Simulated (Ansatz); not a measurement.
# Gd (Im-3m) in Ansatz: a series of runs

Runs on Gd. Level: PBEsol. Tasks: single point.

Program: Ansatz 0.2.0. These are calculated values, not measurements. Logs are shortened: lines on timing, memory, paths and dates and some standing lists are left out, and cuts for length are marked.

## (1) The structure

The structure is cubic, space group Im-3m (No. 229). Conventional cell: a = 4.050 Å, b = 4.050 Å, c = 4.050 Å, α = 90.00°, β = 90.00°, γ = 90.00°. Around Gd (site symmetry m-3m) lie 8 Gd at 3.51 Å.

This isn't the form of Gd at room conditions, which is hcp.

## (2) Single point, PBEsol, collinear spin, ferromagnetic start, 31.22 Å³/atom (volume scaled by 0.94)

The input, input.yaml:

```yaml
crystal:
  lattice:
    - [-1.9836618701, 1.9836618701, 1.9836618701]
    - [1.9836618701, -1.9836618701, 1.9836618701]
    - [1.9836618701, 1.9836618701, -1.9836618701]
  atoms:
    - { symbol: Gd, position: [0.0, 0.0, 0.0], spin: 7.0 }
kpoints:
  mp_grid: { grid: [9, 9, 9] }
scf:
  occupations: { method: fermi_dirac, width: 0.05 }
hamiltonian:
  xc: pbesol
  pseudopotentials: { kind: all_electron, lapw: { basis_error: 0.0005 } }
magnetization:
  spin_polarized: true
output:
  forces: true
  stress: true
  eigenvalues: true
```

Potentials or basis: all-electron LAPW, scalar-relativistic.

Run with:

```bash
$ ansatz run input.yaml --threads 2 --pin off --max-ram 6144MiB --backend cpu --events-out ev --progress --plain --runs-dir out
```

The log of the run:

```text
Warning: RAYON_NUM_THREADS=2 ignored (pool sized by the plan → 2); use --threads N
LAPW: plane waves up to 6.991 Å⁻¹, error target 5.0e-4 eV per atom; small_component_spin mean_spin; Gd in spheres of 1.718 Å, 34 of its electrons in bands, Dirac shells [] (how accurate: hamiltonian.pseudopotentials.lapw.basis_error, Limitations)
Engine: ansatz 0.2.0, aarch64-unknown-linux-gnu
Pseudopotentials: kind: all_electron
Pseudopotential: Gd, LAPW, valence charge 34, lapw/all_electron/scalar/gaussian/Gd, Koelling and Harmon's equation, gaussian nucleus
Functional definition: PBEsol
  exchange = pbesol_x
  correlation = pbesol_c
Crystal: 1 atoms, lattice volume = 31.222 Å³
Basis set: ecut = 186.2043330576382 eV, 177 PW (Γ), exchange–correlation at level 2
Bands: 25, of which v1, the nominal top of the filled ones, is band 17 counted from 1 (16 counted from 0)
Symmetry: 48 space group operations
Space group: Im-3m (ITA 229), of the structure as read, at distance tolerance 3.1e-5 Å
Magnetic group: BNS 229.140 (UNI 1642), of the structure as read, at distance tolerance 3.1e-5 Å
k-points: 35 of 729
Non-local potential: Gd, projectors of the file, none
Initial density: superposition of atomic densities (chi_scale 0.1, normalization cell)
Starting moments: Σ|m| = 7 μB on 1 of 1 site
Initial wavefunctions: plane waves of lowest kinetic energy (no species holds an atomic orbital)
Functional: x = pbesol(κ = 0.804, μ = 0.12345679012345678), c = pbesol(β = 0.046)
iter 1 solved again at ethr=5.64e-5 eV; its pass at ethr=1.00e-1 eV (dr2=1.92e-2 eV) is discarded
SCF iter   1: F=—  HF=-306588.863961 eV  |F-HF|=—  |Δ(HF+E_count)|=         —  Δρ=1.00e-2 (↑8.25e-3 ↓1.00e-2)  dr2=1.92e-2  dr2_m=2.02e-2  M=7.506 μB ∫|m|=7.506 μB  β_m=0.30  ethr=5.64e-5  ⟨swp⟩=3.2  Hψ=10943  notcnv=0
Mixer restart at iter 1: flushing history
preconditioner: auto → Kerker (q_TF=auto, 2.767 Å⁻¹)  [metal: Δε(μ)=0.065 eV  Ē_g=12.619 eV  σ=0.050 eV  W_gap=0.31  n_scr=12 (ndim 8)  ℏωp=26.6 eV  f_vac=0.000  D(μ)=1.25/eV (n_scr^D=12)]
spin=Collinear: Kerker preconditioning applied to the charge; magnetization (m = ρ↑ − ρ↓) channel mixes plain (no charge-response kernel on spin).
SCF iter   2: F=—  HF=-306588.881139 eV  |F-HF|=—  |Δ(HF+E_count)|=   1.72e-2  Δρ=7.87e-3 (↑6.53e-3 ↓7.87e-3)  dr2=1.31e-2  dr2_m=1.25e-2  M=7.551 μB ∫|m|=7.551 μB  β_m=0.62  ethr=5.64e-5  ⟨swp⟩=2.0  Hψ=5117  notcnv=0
iter 3 solved again at ethr=2.15e-6 eV; its pass at ethr=3.85e-5 eV (dr2=7.32e-4 eV) is discarded
SCF iter   3: F=—  HF=-306588.968040 eV  |F-HF|=—  |Δ(HF+E_count)|=   8.69e-2  Δρ=1.01e-3 (↑9.81e-4 ↓1.01e-3)  dr2=7.32e-4  dr2_m=1.49e-4  M=7.606 μB ∫|m|=7.606 μB  β_m=0.49  ethr=2.15e-6  ⟨swp⟩=2.0  Hψ=8931  notcnv=0
SCF iter   4: F=—  HF=-306588.967031 eV  |F-HF|=—  |Δ(HF+E_count)|=   1.01e-3  Δρ=9.21e-4 (↑9.21e-4 ↓7.71e-4)  dr2=9.12e-4  dr2_m=6.79e-5  M=7.617 μB ∫|m|=7.617 μB  β_m=0.75  ethr=2.15e-6  ⟨swp⟩=3.0  Hψ=5297  notcnv=0
SCF iter   5: F=—  HF=-306588.975653 eV  |F-HF|=—  |Δ(HF+E_count)|=         —  Δρ=5.95e-4 (↑5.79e-4 ↓5.95e-4)  dr2=4.27e-4  dr2_m=3.38e-5  M=7.602 μB ∫|m|=7.602 μB  β_m=0.87  ethr=2.15e-6  ⟨swp⟩=2.6  Hψ=5071  notcnv=0
the basis was enlarged: its passes take 258.7 KiB over the memory plan, 2 of 2 planned eigensolver slots
SCF iter   6: F=—  HF=-306588.977643 eV  |F-HF|=—  |Δ(HF+E_count)|=   1.99e-3  Δρ=1.26e-4 (↑1.26e-4 ↓1.17e-4)  dr2=1.41e-5  dr2_m=2.21e-6  M=7.591 μB ∫|m|=7.591 μB  β_m=0.94  ethr=1.26e-6  ⟨swp⟩=2.1  Hψ=5044  notcnv=0
SCF iter   7: F=—  HF=-306588.977715 eV  |F-HF|=—  |Δ(HF+E_count)|=   7.29e-5  Δρ=4.02e-5 (↑3.79e-5 ↓4.02e-5)  dr2=1.34e-6  dr2_m=2.58e-7  M=7.586 μB ∫|m|=7.586 μB  β_m=0.97  ethr=4.13e-8  ⟨swp⟩=2.6  Hψ=5143  notcnv=0
SCF iter   8: F=—  HF=-306588.977717 eV  |F-HF|=—  |Δ(HF+E_count)|=   1.33e-6  Δρ=1.02e-5 (↑9.46e-6 ↓1.02e-5)  dr2=1.07e-7  dr2_m=1.37e-8  M=7.584 μB ∫|m|=7.584 μB  β_m=0.98  ethr=3.94e-9  ⟨swp⟩=2.9  Hψ=5127  notcnv=0
SCF iter   9: F=—  HF=-306588.977717 eV  |F-HF|=—  |Δ(HF+E_count)|=   8.35e-8  Δρ=1.91e-6 (↑1.91e-6 ↓1.87e-6)  dr2=2.11e-9  dr2_m=6.58e-10  M=7.584 μB ∫|m|=7.584 μB  β_m=0.99  ethr=3.16e-10  ⟨swp⟩=3.0  Hψ=5172  notcnv=0
SCF iter  10: F=-306588.977717 eV  HF=-306588.977717 eV  |F-HF|=2.39e-8  |Δ(HF+E_count)|=   7.04e-9  Δρ=2.34e-6 (↑1.92e-6 ↓2.34e-6)  dr2=6.67e-10  dr2_m=1.16e-9  M=7.584 μB ∫|m|=7.584 μB  ethr=6.22e-12  ⟨swp⟩=2.7  Hψ=5137  notcnv=0
SCF 1 converged in 10 iterations: F = -306588.977717 eV  dr2 = 6.67e-10
SCF converged after 10 iterations
Magnetization: 7.5841 μB (20.7920 up, 13.2080 down)
Absolute magnetization: 7.5841 μB (∫|ρ↑−ρ↓|)
Spin contamination: 0.0064 ħ² per cell (⟨S²⟩ above its minimum at these occupations)
Per-site moments (μB) at R_I (Å): [(7.419659693686757, 1.7179015464264098)]
Free energy (F): -306588.977717 eV
Harris-Foulkes:  -306588.977717 eV  (|F-HF|=2.39e-8)
Internal energy: -306588.964301 eV  (E = F + TS)
E sigma→0 (E₀):  -306588.971009 eV
Entropy (-TS):   -0.013415 eV (-13.415 meV/atom)
Fermi energy:    15.061919 eV
--- Per-component energies (eV) ---
  E_band       = -2753.858476
  E_kinetic    = 333232.681973
  E_xc         = -6699.744466
  E_electrostatic = -633121.901809  (all electrons and nuclei)
  E_smearing   = -0.013415  (= −TS)
  E_closure    = 0.000000  (closes the sum)
  E_atoms      = -306574.608326  (free atoms, spherical and without spin; not in F)
  Σ components = -306588.977717   (vs F -306588.977717, Δ=0.00e0)
  Basis errors (estimates in eV, not in F): energy 1.2e-4 per atom: plane waves 9.8e-5 (5.1e-5 summed), levels above the bands 6.2e-68, relativity 2.3e-7, radial functions 2.0e-5, core shells 1.1e-8; eigenvalues (radial functions only) 3.5e-7; not estimated: angular momenta, meshes, grids; target (lapw.basis_error) 5.0e-4; muffin-tin radii Gd 1.718 Å
--- Forces (eV/Å), atoms counted from 1 ---
  atom   1  Gd    -0.00000000     0.00000000     0.00000000
  max |Σ_I F_I| component: 1.29e-31 eV/Å
--- Stress (GPa, compression-positive) ---
       -0.367940       0.000000       0.000000
        0.000000      -0.367940       0.000000
        0.000000       0.000000      -0.367940
  P = ⅓ Tr σ = -0.3679 GPa (-3.679 kbar)
--- Band table (eV; the first three rows and the last of 70) ---
  k-point 0 ↑: bands = ["-256.5201", "-256.5201", "-256.5201", "-128.2293", "-128.2293", "-128.2293", "-128.2193", "-128.2193", "-30.0688", "-7.0681", "-7.0681", "-7.0681", "9.9098", "10.3804", "10.3804", "10.3804", "10.5334", "10.5334", "10.5334", "10.5700", "16.3666", "16.3666", "16.3666", "18.7493", "18.7493"]
  k-point 1 ↑: bands = ["-256.5201", "-256.5201", "-256.5201", "-128.2293", "-128.2293", "-128.2293", "-128.2193", "-128.2193", "-30.0586", "-7.1752", "-7.1010", "-7.0688", "10.2827", "10.3855", "10.3898", "10.3926", "10.5212", "10.5259", "10.5285", "10.5552", "16.1147", "16.2595", "16.7653", "18.4007", "18.7575"]
  k-point 2 ↑: bands = ["-256.5201", "-256.5201", "-256.5201", "-128.2293", "-128.2293", "-128.2293", "-128.2193", "-128.2193", "-30.0328", "-7.4362", "-7.1831", "-7.0705", "10.3951", "10.4165", "10.4253", "10.4865", "10.4935", "10.5202", "10.5469", "11.2400", "15.5579", "15.7908", "17.8987", "18.2688", "18.8513"]
  k-point 34 ↓: bands = ["-250.5884", "-250.5884", "-250.5884", "-122.3594", "-122.3594", "-122.3594", "-122.3551", "-122.3551", "-26.7288", "-5.3141", "-5.2894", "-5.2894", "13.8354", "13.8982", "15.5065", "15.5836", "15.5886", "15.5886", "15.8064", "15.8064", "15.8305", "21.0605", "21.0605", "22.0847", "22.1514"]
```

Wall time 9.2 s (2 threads of Arm Neoverse V1, shared host); peak memory 0.37 GiB.

Results:

```
Free energy            : -306588.9777 eV
Pressure               : -0.4 GPa
Band gap on the k mesh : none (metal or under the smearing width)
Net moment             : 7.58 μB per cell
Absolute moment        : 7.58 μB per cell
Site moments           : Gd +7.42 μB
```

Caveat: an open f shell can end in a state above the lowest; spin-orbit coupling is left out, which moves the levels of the heavy elements.

## (3) Single point, PBEsol, collinear spin, ferromagnetic start, 31.89 Å³/atom (volume scaled by 0.96)

input.yaml: that of step 2 with these lines changed.

```diff
@@ -2,5 +2,5 @@
   lattice:
-    - [-1.9836618701, 1.9836618701, 1.9836618701]
-    - [1.9836618701, -1.9836618701, 1.9836618701]
-    - [1.9836618701, 1.9836618701, -1.9836618701]
+    - [-1.9976317802, 1.9976317802, 1.9976317802]
+    - [1.9976317802, -1.9976317802, 1.9976317802]
+    - [1.9976317802, 1.9976317802, -1.9976317802]
   atoms:
```

Potentials or basis: all-electron LAPW, scalar-relativistic.

Run with:

```bash
$ ansatz run input.yaml --threads 2 --pin off --max-ram 6144MiB --backend cpu --events-out ev --progress --plain --runs-dir out
```

Wall time 9.3 s (2 threads of Arm Neoverse V1, shared host); peak memory 0.37 GiB.

Results (log left out):

| Item | Value |
| --- | --- |
| Free energy | -306588.9747 eV |
| Pressure | -1.1 GPa |
| Band gap on the k mesh | none (metal or under the smearing width) |
| Net moment | 7.59 μB per cell |
| Absolute moment | 7.59 μB per cell |
| Site moments | Gd +7.42 μB |

Caveat: an open f shell can end in a state above the lowest; spin-orbit coupling is left out, which moves the levels of the heavy elements.

## (4) Single point, PBEsol, collinear spin, ferromagnetic start, 32.55 Å³/atom (volume scaled by 0.98)

input.yaml: that of step 3 with these lines changed.

```diff
@@ -2,5 +2,5 @@
   lattice:
-    - [-1.9976317802, 1.9976317802, 1.9976317802]
-    - [1.9976317802, -1.9976317802, 1.9976317802]
-    - [1.9976317802, 1.9976317802, -1.9976317802]
+    - [-2.0114089865, 2.0114089865, 2.0114089865]
+    - [2.0114089865, -2.0114089865, 2.0114089865]
+    - [2.0114089865, 2.0114089865, -2.0114089865]
   atoms:
```

Run with:

```bash
$ ansatz run input.yaml --threads 2 --pin off --max-ram 6144MiB --backend cpu --events-out ev --progress --plain --runs-dir out
```

Run time: 8.7 s. Hardware: 2 threads of Arm Neoverse V1, shared host; peak memory 0.36 GiB.

The run converged. Its results:

| Item | Value |
| --- | --- |
| Free energy | -306588.9687 eV |
| Pressure | -1.7 GPa |
| Band gap on the k mesh | none (metal or under the smearing width) |
| Net moment | 7.60 μB per cell |
| Absolute moment | 7.60 μB per cell |
| Site moments | Gd +7.43 μB |

Caveat: an open f shell can end in a state above the lowest; spin-orbit coupling is left out, which moves the levels of the heavy elements.

## (5) Single point, PBEsol, collinear spin, ferromagnetic start, 33.22 Å³/atom

input.yaml: that of step 4 with these lines changed.

```diff
@@ -2,5 +2,5 @@
   lattice:
-    - [-2.0114089865, 2.0114089865, 2.0114089865]
-    - [2.0114089865, -2.0114089865, 2.0114089865]
-    - [2.0114089865, 2.0114089865, -2.0114089865]
+    - [-2.025, 2.025, 2.025]
+    - [2.025, -2.025, 2.025]
+    - [2.025, 2.025, -2.025]
   atoms:
```

Run with:

```bash
$ ansatz run input.yaml --threads 2 --pin off --max-ram 6144MiB --backend cpu --events-out ev --progress --plain --runs-dir out
```

It took 8.8 s on 2 threads of Arm Neoverse V1, shared host; peak memory 0.36 GiB.

The run converged. Its results:

```yaml
Free_energy: -306588.9603 eV
Pressure: -2.3 GPa
Band_gap_on_the_k_mesh: none (metal or under the smearing width)
Net_moment: 7.60 μB per cell
Absolute_moment: 7.60 μB per cell
Site_moments: Gd +7.43 μB
```

Caveat: an open f shell can end in a state above the lowest; spin-orbit coupling is left out, which moves the levels of the heavy elements.

## (6) Single point, PBEsol, collinear spin, ferromagnetic start, 33.88 Å³/atom (volume scaled by 1.02)

input.yaml: that of step 5 with these lines changed.

```diff
@@ -2,5 +2,5 @@
   lattice:
-    - [-2.025, 2.025, 2.025]
-    - [2.025, -2.025, 2.025]
-    - [2.025, 2.025, -2.025]
+    - [-2.0384109869, 2.0384109869, 2.0384109869]
+    - [2.0384109869, -2.0384109869, 2.0384109869]
+    - [2.0384109869, 2.0384109869, -2.0384109869]
   atoms:
```

Potentials or basis: all-electron LAPW, scalar-relativistic.

Run with:

```bash
$ ansatz run input.yaml --threads 2 --pin off --max-ram 6144MiB --backend cpu --events-out ev --progress --plain --runs-dir out
```

It took 9.1 s on 2 threads of Arm Neoverse V1, shared host; peak memory 0.36 GiB.

It converged, with:

```yaml
Free_energy: -306588.9495 eV
Pressure: -2.9 GPa
Band_gap_on_the_k_mesh: none (metal or under the smearing width)
Net_moment: 7.61 μB per cell
Absolute_moment: 7.61 μB per cell
Site_moments: Gd +7.44 μB
```

Caveat: an open f shell can end in a state above the lowest; spin-orbit coupling is left out, which moves the levels of the heavy elements.

## (7) Single point, PBEsol, collinear spin, ferromagnetic start, 34.54 Å³/atom (volume scaled by 1.04)

input.yaml: that of step 6 with these lines changed.

```diff
@@ -2,5 +2,5 @@
   lattice:
-    - [-2.0384109869, 2.0384109869, 2.0384109869]
-    - [2.0384109869, -2.0384109869, 2.0384109869]
-    - [2.0384109869, 2.0384109869, -2.0384109869]
+    - [-2.0516477927, 2.0516477927, 2.0516477927]
+    - [2.0516477927, -2.0516477927, 2.0516477927]
+    - [2.0516477927, 2.0516477927, -2.0516477927]
   atoms:
```

Run with:

```bash
$ ansatz run input.yaml --threads 2 --pin off --max-ram 6144MiB --backend cpu --events-out ev --progress --plain --runs-dir out
```

It took 8.5 s on 2 threads of Arm Neoverse V1, shared host; peak memory 0.35 GiB.

Results (log left out):

```yaml
Free_energy: -306588.9367 eV
Pressure: -3.3 GPa
Band_gap_on_the_k_mesh: none (metal or under the smearing width)
Net_moment: 7.62 μB per cell
Absolute_moment: 7.62 μB per cell
Site_moments: Gd +7.44 μB
```

Caveat: an open f shell can end in a state above the lowest; spin-orbit coupling is left out, which moves the levels of the heavy elements.

## (8) Single point, PBEsol, collinear spin, ferromagnetic start, 35.21 Å³/atom (volume scaled by 1.06)

input.yaml: that of step 7 with these lines changed.

```diff
@@ -2,5 +2,5 @@
   lattice:
-    - [-2.0516477927, 2.0516477927, 2.0516477927]
-    - [2.0516477927, -2.0516477927, 2.0516477927]
-    - [2.0516477927, 2.0516477927, -2.0516477927]
+    - [-2.0647159654, 2.0647159654, 2.0647159654]
+    - [2.0647159654, -2.0647159654, 2.0647159654]
+    - [2.0647159654, 2.0647159654, -2.0647159654]
   atoms:
```

Run with:

```bash
$ ansatz run input.yaml --threads 2 --pin off --max-ram 6144MiB --backend cpu --events-out ev --progress --plain --runs-dir out
```

Run time: 9.1 s. Hardware: 2 threads of Arm Neoverse V1, shared host; peak memory 0.35 GiB.

It converged, with:

```
Free energy            : -306588.9219 eV
Pressure               : -3.8 GPa
Band gap on the k mesh : none (metal or under the smearing width)
Net moment             : 7.63 μB per cell
Absolute moment        : 7.63 μB per cell
Site moments           : Gd +7.45 μB
```

Caveat: an open f shell can end in a state above the lowest; spin-orbit coupling is left out, which moves the levels of the heavy elements.

## (9) The reference run

An earlier run on the cell as given: functional PBEsol; potentials or basis all-electron LAPW, scalar-relativistic; cutoff 163 eV (chosen from the basis error); basis error allowed 0.001 eV/atom; k mesh 9 × 9 × 9; occupations fermi-dirac, width 0.05 eV; collinear spin, ferromagnetic start; starting moments [7.0] μB.

- Pressure: -2.3 GPa
- Band gap on the k mesh: none (metal or under the smearing width)
- Net moment: 7.60 μB per cell
- Absolute moment: 7.60 μB per cell
- Site moments: Gd +7.43 μB
